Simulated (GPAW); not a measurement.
# CdF2 (Fm-3m) in GPAW: notebook

One crystal, CdF2, is run at these levels: LDA, PBE; tasks: G0W0 quasiparticle levels, optical spectrum by the Bethe-Salpeter equation, dielectric tensor.

Program: GPAW 26.7.0. These are calculated values, not measurements. Logs are shortened: lines on timing, memory, paths and dates and some standing lists are left out, and cuts for length are marked. The log counts tension as positive stress, the text compression.

### Step 1. The crystal as given

It takes space group Fm-3m (No. 225, cubic). Conventional cell: a = 5.388 Å, b = 5.388 Å, c = 5.388 Å, α = 90.00°, β = 90.00°, γ = 90.00°. Cd (site symmetry m-3m) is surrounded by 8 F at 2.33 Å. Around F (site symmetry -43m) lie 4 Cd at 2.33 Å.

### Step 2. G0W0 quasiparticle levels, LDA

The input, run.py:

```python
import json
import numpy as np
from ase import Atoms
from ase.dft.bandgap import bandgap
from ase.io import write
from gpaw import GPAW, PW
from gpaw.response.g0w0 import G0W0

atoms = Atoms(['Cd', 'F', 'F'],
              cell=[[0.0, 2.694, 2.694],
                    [2.694, 0.0, 2.694],
                    [2.694, 2.694, 0.0]],
              scaled_positions=[[0.0, 0.0, 0.0],
                                [0.75, 0.75, 0.75],
                                [0.25, 0.25, 0.25]],
              pbc=True)

calc = GPAW(mode=PW(600),
            xc='LDA',
            kpts={'size': (4, 4, 4), 'gamma': True},
            occupations={'name': 'fermi-dirac', 'width': 0.001},
            nbands=24,
            convergence={'density': 1e-06},
            maxiter=150,
            txt='gpaw.txt')
atoms.calc = calc
energy = atoms.get_potential_energy()
calc.write('gs.gpw')
write('result.traj', atoms)
print(f'Energy: {energy:.6f} eV')
print('Fermi level:', round(calc.get_fermi_level(), 4), 'eV')
print(f'Gap: {bandgap(calc)[0]:.4f} eV, direct: {bandgap(calc, direct=True)[0]:.4f} eV')

calc.diagonalize_full_hamiltonian(nbands=167)
calc.write('full.gpw', mode='all')

ibz = calc.get_ibz_k_points()
gap, vbm, cbm = bandgap(calc, output=None)
gap, direct, _ = bandgap(calc, direct=True, output=None)
gamma = int(np.abs(ibz).sum(1).argmin())
kpts = sorted({gamma, vbm[1], cbm[1], direct[1]})
gw = G0W0(calc='full.gpw',
          filename='gw',
          ecut=150,
          ecut_extrapolation=True,
          relbands=(-2, 2),
          kpts=kpts,
          integrate_gamma='WS',
          ppa=True)
gw.calculate()
results = {mode: {key: np.asarray(r[key]).tolist() for key in ['f', 'eps', 'vxc', 'exx', 'sigma', 'Z', 'qp', 'sigma_eskn']}
           for mode, r in gw.all_results.items()}
json.dump({'kpts': ibz[kpts].tolist(), 'results': results}, open('gw.json', 'w'))
for mode, r in results.items():
    f, qp = np.array(r['f']), np.array(r['qp'])
    print(mode, 'quasiparticle energies (eV):')
    print(qp.round(3))
    print(mode, 'gap:', round(qp[f < 0.5].min() - qp[f > 0.5].max(), 4), 'eV')
```

Potentials or basis: the program's PAW data sets (release 1.2.1) made for this functional, pw.

Started as:

```sh
$ OMP_NUM_THREADS=1 python run.py
```

gpaw.txt:

```text
__  _  _
 | _ |_)|_||  |
 |__||  | ||/\| - 26.7.0

Input parameters:
  mode=PW(ecut=600.0),
  convergence={'density': 1e-06},
  kpts=MonkhorstPack(size=(4, 4, 4), gamma=True),
  maxiter=150,
  nbands=24,
  occupations=Occupations(name='fermi-dirac', width=0.001),
  xc=XC(name='LDA')

Diagonalizing LCAO Hamiltonian
Converting LCAO to pw mode

                    F

           F

       Cd

Atoms  # Å, Bohr magnetons
|   | symbol |        x |        y |        z |    initial magnetic moments |
|---|--------|----------|----------|----------|-----------------------------|
| 0 |     Cd | 0.000000 | 0.000000 | 0.000000 | ( 0.0000,  0.0000,  0.0000) |
| 1 |      F | 4.041000 | 4.041000 | 4.041000 | ( 0.0000,  0.0000,  0.0000) |
| 2 |      F | 1.347000 | 1.347000 | 1.347000 | ( 0.0000,  0.0000,  0.0000) |

Unit cell  # Å
| periodic |        x |        y |        z |  lengths |    angles |
|----------|----------|----------|----------|----------|-----------|
|      yes | 0.000000 | 2.694000 | 2.694000 | 3.809891 | 60.000000 |
|      yes | 2.694000 | 0.000000 | 2.694000 | 3.809891 | 60.000000 |
|      yes | 2.694000 | 2.694000 | 0.000000 | 3.809891 | 60.000000 |

Number of symmetries: 48
Symmetry operations  # r_c * U_cc + t_c -> r_c
|    | kind |            matrix            |
|----|------|------------------------------|
|  0 |  σ   |  1, 0, 0,  1, 0,-1,  1,-1, 0 |
|  1 |  C2  |  1, 0, 0,  1,-1, 0,  1, 0,-1 |
|  2 |  E   |  1, 0, 0,  0, 1, 0,  0, 0, 1 |
|  3 |  σ   |  1, 0, 0,  0, 0, 1,  0, 1, 0 |
|  4 |  C4  |  1, 0,-1,  1, 0, 0,  1,-1, 0 |
|  5 |  S6  |  1, 0,-1,  1,-1, 0,  1, 0, 0 |
|  6 |  σ   |  1, 0,-1,  0, 1,-1,  0, 0,-1 |
|  7 |  C3  |  1, 0,-1,  0, 0,-1,  0, 1,-1 |
|  8 |  S6  |  1,-1, 0,  1, 0, 0,  1, 0,-1 |
|  9 |  C4  |  1,-1, 0,  1, 0,-1,  1, 0, 0 |
| 10 |  C3  |  1,-1, 0,  0,-1, 1,  0,-1, 0 |
| 11 |  σ   |  1,-1, 0,  0,-1, 0,  0,-1, 1 |
| 12 |  σ   |  0, 1, 0,  1, 0, 0,  0, 0, 1 |
| 13 |  C4  |  0, 1, 0,  0, 1,-1, -1, 1, 0 |
| 14 |  C3  |  0, 1, 0,  0, 0, 1,  1, 0, 0 |
| 15 |  S6  |  0, 1, 0, -1, 1, 0,  0, 1,-1 |
| 16 |  C2  |  0, 1,-1,  1, 0,-1,  0, 0,-1 |
| 17 |  σ   |  0, 1,-1,  0, 1, 0, -1, 1, 0 |
| 18 |  S4  |  0, 1,-1,  0, 0,-1,  1, 0,-1 |
| 19 |  C4  |  0, 1,-1, -1, 1, 0,  0, 1, 0 |
| 20 |  C3  |  0, 0, 1,  1, 0, 0,  0, 1, 0 |
| 21 |  σ   |  0, 0, 1,  0, 1, 0,  1, 0, 0 |
| 22 |  S6  |  0, 0, 1,  0,-1, 1, -1, 0, 1 |
| 23 |  C4  |  0, 0, 1, -1, 0, 1,  0,-1, 1 |
| 24 |  S4  |  0, 0,-1,  1, 0,-1,  0, 1,-1 |
| 25 |  C3  |  0, 0,-1,  0, 1,-1,  1, 0,-1 |
| 26 |  C2  |  0, 0,-1,  0,-1, 0, -1, 0, 0 |
| 27 |  S6  |  0, 0,-1, -1, 0, 0,  0,-1, 0 |
| 28 |  S4  |  0,-1, 1,  1,-1, 0,  0,-1, 0 |
| 29 |  C4  |  0,-1, 1,  0, 0, 1, -1, 0, 1 |
| 30 |  C2  |  0,-1, 1,  0,-1, 0,  1,-1, 0 |
| 31 |  σ   |  0,-1, 1, -1, 0, 1,  0, 0, 1 |
| 32 |  C3  |  0,-1, 0,  1,-1, 0,  0,-1, 1 |
| 33 |  S6  |  0,-1, 0,  0, 0,-1, -1, 0, 0 |
| 34 |  S4  |  0,-1, 0,  0,-1, 1,  1,-1, 0 |
| 35 |  C2  |  0,-1, 0, -1, 0, 0,  0, 0,-1 |
| 36 |  C2  | -1, 1, 0,  0, 1, 0,  0, 1,-1 |
| 37 |  S6  | -1, 1, 0,  0, 1,-1,  0, 1, 0 |
| 38 |  S4  | -1, 1, 0, -1, 0, 1, -1, 0, 0 |
| 39 |  C3  | -1, 1, 0, -1, 0, 0, -1, 0, 1 |
| 40 |  S6  | -1, 0, 1,  0, 0, 1,  0,-1, 1 |
| 41 |  C2  | -1, 0, 1,  0,-1, 1,  0, 0, 1 |
| 42 |  C3  | -1, 0, 1, -1, 1, 0, -1, 0, 0 |
| 43 |  S4  | -1, 0, 1, -1, 0, 0, -1, 1, 0 |
| 44 |  C2  | -1, 0, 0,  0, 0,-1,  0,-1, 0 |
| 45 |  i   | -1, 0, 0,  0,-1, 0,  0, 0,-1 |
| 46 |  σ   | -1, 0, 0, -1, 1, 0, -1, 0, 1 |
| 47 |  C2  | -1, 0, 0, -1, 0, 1, -1, 1, 0 |

BZ-sampling:
  Number of BZ points: 64
  Number of IBZ points: 8

  Monkhorst-Pack size: [4, 4, 4]
  Monkhorst-Pack shift: [0.125, 0.125, 0.125]

K-points  # in reciprocal-cell coordinates
|   |                                coordinates |     weight |
|---|--------------------------------------------|------------|
| 0 | (  0.00000000,   0.00000000,   0.00000000) | 0.01562500 |
| 1 | (  0.25000000,   0.25000000,   0.00000000) | 0.09375000 |
| 2 | (  0.25000000,   0.25000000,   0.25000000) | 0.12500000 |
| 3 | (  0.50000000,   0.25000000,  -0.25000000) | 0.09375000 |
| 4 | (  0.50000000,   0.25000000,   0.25000000) | 0.18750000 |
| 5 | (  0.50000000,   0.50000000,   0.00000000) | 0.04687500 |
| 6 | (  0.50000000,   0.50000000,   0.25000000) | 0.37500000 |
| 7 | (  0.50000000,   0.50000000,   0.50000000) | 0.06250000 |

Plane wave coefficients: 1323
Cutoff: 600.0 eV

Spin-components: 1 (collinear spins)
Bands:           24
Projectors:      16
Spin-degeneracy: 2
Datatype:        complex128

Parallelization:
  kpt:    1
  domain: 1
  band:   1

Density:
  Valence electrons: 26.0
  Components: 1
  Grid points: [24 24 24]
  Charge: 0.0  # |e|

Potential:
  Grid points: [24 24 24]

species:
  Cd:
    name:    Cadmium
    Z:       48.0
    valence: 12
    core:    36
    charge:  0.0  # [|e|]
    compensation charges:
      type: gauss
      rc: 0.38  # [Å]
      lmax: 2
    cutoffs:
      filter: 2.12  # [Å]
      core: 2.62  # [Å]
    projectors
    | kind |    occ | energy [eV] | rcut [Å] |
    |------|--------|-------------|----------|
    |   5s |  2.000 |      -5.950 |    1.191 |
    |   5p |  0.000 |      -1.328 |    1.228 |
    |   4d | 10.000 |     -11.904 |    1.164 |
    |    s |        |      21.261 |    1.191 |
    |    p |        |      25.883 |    1.228 |
    |    d |        |      15.307 |    1.164 |

    Using partial waves for Cd as LCAO basis

  F:
    name:    Fluorine
    Z:       9.0
    valence: 7
    core:    2
    charge:  0.0  # [|e|]
    compensation charges:
      type: gauss
      rc: 0.20  # [Å]
      lmax: 2
    cutoffs:
      filter: 1.14  # [Å]
      core: 0.74  # [Å]
    projectors
    | kind |    occ | energy [eV] | rcut [Å] |
    |------|--------|-------------|----------|
    |   2s |  2.000 |     -29.647 |    0.635 |
    |   2p |  5.000 |     -11.293 |    0.635 |
    |    s |        |      -2.435 |    0.635 |
    |    p |        |      15.918 |    0.635 |
    |    d |        |       0.000 |    0.635 |

    Using partial waves for F as LCAO basis

Reference energy: -157433.884236  # eV

eigensolver:
  PPCG
  Converge bands: occupied
  niter=2

density mixing:
  MSR1-Mixer
  Pratt-step length: 0.05
  Maximum mixing coefficient: 0.75
  Old densities: 10
  SVD Regularization: 0.005
  Good broyden scale: 1.0
  Trust region scale: 1.0
  Backstep threshold: 4.0
  History deletion threshold: 6.0
  Fourier metric: weight=20.0, sigma=0.015

occupation numbers:
  Fermi-Dirac:
    width: 0.0010  # eV

poisson solver:
  ecut: 4800.0  # eV

xc functional:
  name: None

convergence criteria:
- Maximum integral of absolute [dens]ity change: 1e-06 electrons / valence electron
- Maximum [total energy] change in last 3 cyles: 0.0005 eV / valence electron
- Maximum integral of absolute [eigenst]ate change: 4e-08 eV^2 / valence electron
maximum number of iterations: 150

SCF iterations
|iter     | |      energy | eigst |  dens |
|---------|-|-------------|-------|-------|
|iter:   1| |  -14.258645 | -0.80 |       |
|iter:   2| |  -13.888340 | -2.42 | -1.08 |
|iter:   3| |  -12.828370 | -1.02 | -1.12 |
|iter:   4| |  -12.800429 | -3.16 | -1.57 |
|iter:   5| |  -12.792138 | -3.78 | -1.89 |
|iter:   6| |  -12.792144c| -5.82 | -3.06 |
|iter:   7| |  -12.792147c| -6.56 | -3.46 |
|iter:   8| |  -12.792147c| -7.79c| -4.84 |
|iter:   9| |  -12.792147c| -8.61c| -5.49 |
|iter:  10| |  -12.792147c| -9.57c| -5.97 |
|iter:  11| |  -12.792147c|-10.23c| -7.07c|

Converged in 11 steps
Energy contributions relative to reference atoms: (reference = -157433.884236)

Energy contributions:
  Kinetic:          29.636418
  Coulomb:         -26.801843
  Zero:              0.319059
  External:          0.000000
  Xc:              -15.945781
  Entropy:          -0.000000
  Spinorbit:         0.000000
  ----------------------------
  Free energy:     -12.792147
  Extrapolated:    -12.792147

dipole moment: (-17.503043, -17.503043, -17.503043)  # |e|*Ang

Fermi level: 2.217
Eigenvalues  # (at kpt = [0.000, 0.000, 0.000])
| band index |      eig [eV] | occ [0-2] |
|------------|---------------|-----------|
|          0 |       -19.061 |     2.000 |
|        ... |               |           |
|          5 |        -2.830 |     2.000 |
|          6 |        -2.830 |     2.000 |
|          7 |         0.410 |     2.000 |
|          8 |         0.410 |     2.000 |
|          9 |         0.410 |     2.000 |
|         10 |         0.998 |     2.000 |
[... 8 lines left out ...]
|         19 |        20.973 |     0.000 |
|         20 |        24.493 |     0.000 |
|        ... |               |           |
|         23 |        24.860 |     0.000 |

Gap: 2.772 eV
Transition (v -> c):
  (s=0, k=3, n=12, [0.50, 0.25, -0.25]) -> (s=0, k=0, n=13, [0.00, 0.00, 0.00])
Direct/indirect transitions are different
Direct gap: 3.222 eV
Transition at: (s=0, k=0, n=12, [0.00, 0.00, 0.00])
# Writing to gs.gpw (mode='')

Matrix size: 1323x1323
# Writing to full.gpw (mode='all')
```

stdout:

```text
Energy: -12.792147 eV
Fermi level: 2.2171 eV
Gap: 2.7716 eV, direct: 3.2223 eV
IBZ(<points: 8, symmetries: 48>)
Occupied bands: 13
Calculating eigenvalues:
  k-points: 2
  Bands: 11-14 (inclusive)
HSE06-eigenvalue shifts:
  min: -7.261 eV
  ave: -0.658 eV
  max: 6.494 eV
GW quasiparticle energies (eV):
[[[-0.677 -0.677  5.563 15.327]
  [-0.577  0.041 11.292 14.037]]]
GW gap: 5.5224 eV
```

Run time: 4.5 min. Hardware: 1 thread of Arm Neoverse V2, shared host; peak memory 0.5 GiB.

Results:

```yaml
Free_energy: -12.7921 eV
Band_gap_on_the_k_mesh_mean-field_level: 2.77 eV, indirect (least direct gap 3.22 eV)
Quasiparticle_gap: 5.52 eV
Least_direct_quasiparticle_gap: 6.24 eV
```

Caveat: the k mesh is coarse (spacing up to 0.50 Å⁻¹), so the values aren't converged; the extrapolation in the response cutoff is poor; the quasiparticle gap is taken among the few k points that were corrected; the long-wavelength limit can be off by several per cent where d states take part. A k mesh can miss the band edges.

### Step 3. Optical spectrum by the Bethe-Salpeter equation, LDA

The input, run.py:

```python
import numpy as np
from ase import Atoms
from ase.dft.bandgap import bandgap
from ase.io import write
from gpaw import GPAW, PW
from gpaw.response.bse import BSE

atoms = Atoms(['Cd', 'F', 'F'],
              cell=[[0.0, 2.694, 2.694],
                    [2.694, 0.0, 2.694],
                    [2.694, 2.694, 0.0]],
              scaled_positions=[[0.0, 0.0, 0.0],
                                [0.75, 0.75, 0.75],
                                [0.25, 0.25, 0.25]],
              pbc=True)

calc = GPAW(mode=PW(600),
            xc='LDA',
            kpts={'size': (7, 7, 7), 'gamma': True},
            occupations={'name': 'fermi-dirac', 'width': 0.001},
            nbands=24,
            convergence={'density': 1e-06},
            maxiter=150,
            txt='gpaw.txt')
atoms.calc = calc
energy = atoms.get_potential_energy()
calc.write('gs.gpw')
write('result.traj', atoms)
print(f'Energy: {energy:.6f} eV')
print('Fermi level:', round(calc.get_fermi_level(), 4), 'eV')
print(f'Gap: {bandgap(calc)[0]:.4f} eV, direct: {bandgap(calc, direct=True)[0]:.4f} eV')

dense = calc.fixed_density(kpts={'size': (4, 4, 4), 'gamma': True},
                           nbands=79, convergence={'bands': 73, 'eigenstates': 1e-7},
                           update_fermi_level=True, txt='dense.txt')
dense.write('dense.gpw', mode='all')
gap = bandgap(dense, direct=True)[0]
print(f'Direct gap on the dense mesh: {gap:.4f} eV')

bse = BSE('dense.gpw',
          ecut=40,
          valence_bands=range(10, 13),
          conduction_bands=range(13, 16),
          nbands=73,
          mode='BSE',
          integrate_gamma='sphere',
          direction=0,
          txt='bse.txt',
          eshift=3.02)
bse.get_dielectric_function(w_w=np.linspace(0, 15, 301), eta=0.1, filename='bse.csv', write_eig='eig.dat')
_, energies, weights = np.loadtxt('eig.dat', unpack=True)
bright = energies[weights > 1e-3 * weights.max()]
print(f'Lowest exciton {energies.min():.4f} eV, lowest bright one {bright.min():.4f} eV')
```

Potentials or basis: the program's PAW data sets (release 1.2.1) made for this functional, pw.

Started as:

```sh
$ OMP_NUM_THREADS=1 python run.py
```

gpaw.txt:

```text
__  _  _
 | _ |_)|_||  |
 |__||  | ||/\| - 26.7.0

Input parameters:
  mode=PW(ecut=600.0),
  convergence={'density': 1e-06},
  kpts=MonkhorstPack(size=(7, 7, 7), gamma=True),
  maxiter=150,
  nbands=24,
  occupations=Occupations(name='fermi-dirac', width=0.001),
  xc=XC(name='LDA')

Diagonalizing LCAO Hamiltonian
Converting LCAO to pw mode

                    F

           F

       Cd

Atoms  # Å, Bohr magnetons
|   | symbol |        x |        y |        z |    initial magnetic moments |
|---|--------|----------|----------|----------|-----------------------------|
| 0 |     Cd | 0.000000 | 0.000000 | 0.000000 | ( 0.0000,  0.0000,  0.0000) |
| 1 |      F | 4.041000 | 4.041000 | 4.041000 | ( 0.0000,  0.0000,  0.0000) |
| 2 |      F | 1.347000 | 1.347000 | 1.347000 | ( 0.0000,  0.0000,  0.0000) |

Unit cell  # Å
| periodic |        x |        y |        z |  lengths |    angles |
|----------|----------|----------|----------|----------|-----------|
|      yes | 0.000000 | 2.694000 | 2.694000 | 3.809891 | 60.000000 |
|      yes | 2.694000 | 0.000000 | 2.694000 | 3.809891 | 60.000000 |
|      yes | 2.694000 | 2.694000 | 0.000000 | 3.809891 | 60.000000 |

Number of symmetries: 48
Symmetry operations  # r_c * U_cc + t_c -> r_c
|    | kind |            matrix            |
|----|------|------------------------------|
|  0 |  σ   |  1, 0, 0,  1, 0,-1,  1,-1, 0 |
|  1 |  C2  |  1, 0, 0,  1,-1, 0,  1, 0,-1 |
|  2 |  E   |  1, 0, 0,  0, 1, 0,  0, 0, 1 |
|  3 |  σ   |  1, 0, 0,  0, 0, 1,  0, 1, 0 |
|  4 |  C4  |  1, 0,-1,  1, 0, 0,  1,-1, 0 |
|  5 |  S6  |  1, 0,-1,  1,-1, 0,  1, 0, 0 |
[... 160 lines left out ...]
    width: 0.0010  # eV

poisson solver:
  ecut: 4800.0  # eV

xc functional:
  name: None

convergence criteria:
- Maximum integral of absolute [dens]ity change: 1e-06 electrons / valence electron
- Maximum [total energy] change in last 3 cyles: 0.0005 eV / valence electron
- Maximum integral of absolute [eigenst]ate change: 4e-08 eV^2 / valence electron
maximum number of iterations: 150

SCF iterations
|iter     | |      energy | eigst |  dens |
|---------|-|-------------|-------|-------|
|iter:   1| |  -14.258454 | -0.79 |       |
|iter:   2| |  -13.888302 | -2.42 | -1.08 |
|iter:   3| |  -12.829018 | -1.03 | -1.12 |
|iter:   4| |  -12.801130 | -3.16 | -1.57 |
|iter:   5| |  -12.792849 | -3.78 | -1.89 |
|iter:   6| |  -12.792854c| -5.82 | -3.06 |
|iter:   7| |  -12.792857c| -6.56 | -3.46 |
|iter:   8| |  -12.792857c| -7.79c| -4.85 |
|iter:   9| |  -12.792857c| -8.53c| -5.49 |
|iter:  10| |  -12.792857c| -9.54c| -5.93 |
|iter:  11| |  -12.792857c|-10.19c| -7.04c|

Converged in 11 steps
Energy contributions relative to reference atoms: (reference = -157433.884236)

Energy contributions:
  Kinetic:          29.630668
  Coulomb:         -26.802235
  Zero:              0.320152
  External:          0.000000
  Xc:              -15.941443
  Entropy:          -0.000000
  Spinorbit:         0.000000
  ----------------------------
  Free energy:     -12.792857
  Extrapolated:    -12.792857

dipole moment: (-17.503277, -17.503277, -17.503277)  # |e|*Ang

Fermi level: 2.217
Eigenvalues  # (at kpt = [0.000, 0.000, 0.000])
| band index |      eig [eV] | occ [0-2] |
|------------|---------------|-----------|
|          0 |       -19.062 |     2.000 |
|        ... |               |           |
|          5 |        -2.830 |     2.000 |
|          6 |        -2.830 |     2.000 |
|          7 |         0.408 |     2.000 |
|          8 |         0.408 |     2.000 |
|          9 |         0.408 |     2.000 |
|         10 |         0.997 |     2.000 |
[... 8 lines left out ...]
|         19 |        20.973 |     0.000 |
|         20 |        24.493 |     0.000 |
|        ... |               |           |
|         23 |        24.860 |     0.000 |

Gap: 2.831 eV
Transition (v -> c):
  (s=0, k=9, n=12, [0.43, 0.29, -0.29]) -> (s=0, k=0, n=13, [0.00, 0.00, 0.00])
Direct/indirect transitions are different
Direct gap: 3.223 eV
Transition at: (s=0, k=0, n=12, [0.00, 0.00, 0.00])
# Writing to gs.gpw (mode='')
```

stdout:

```text
Energy: -12.792857 eV
Fermi level: 2.2171 eV
Gap: 2.8312 eV, direct: 3.2230 eV
Direct gap on the dense mesh: 3.2230 eV
Lowest exciton 5.2645 eV, lowest bright one 7.0516 eV
```

Run time: 1.9 min. Hardware: 1 thread of Arm Neoverse V2, shared host; peak memory 0.31 GiB.

What came out:

```yaml
Free_energy: -12.7929 eV
Band_gap_on_the_k_mesh_mean-field_level: 2.83 eV, indirect (least direct gap 3.22 eV)
Exciton_binding_energy: 0.98 eV
```

Lowest exciton energies (eV): 5.26, 5.26, 5.26, 6.81, 6.81, 6.82, 7.05, 7.05

Caveat: the k mesh is coarse (spacing up to 0.50 Å⁻¹), so the values aren't converged; the band lists can cut through equal levels, which moves peak heights; on so coarse a mesh excitons come out too strongly bound; on this mesh the treatment of q = 0 moves the result by about a tenth of an eV; the long-wavelength limit can be off by several per cent where d states take part; the static dielectric constant lacks the antiresonant part and is too small; spectra need much finer meshes, so this one isn't converged.

(Part 1 of 2 ends here.)
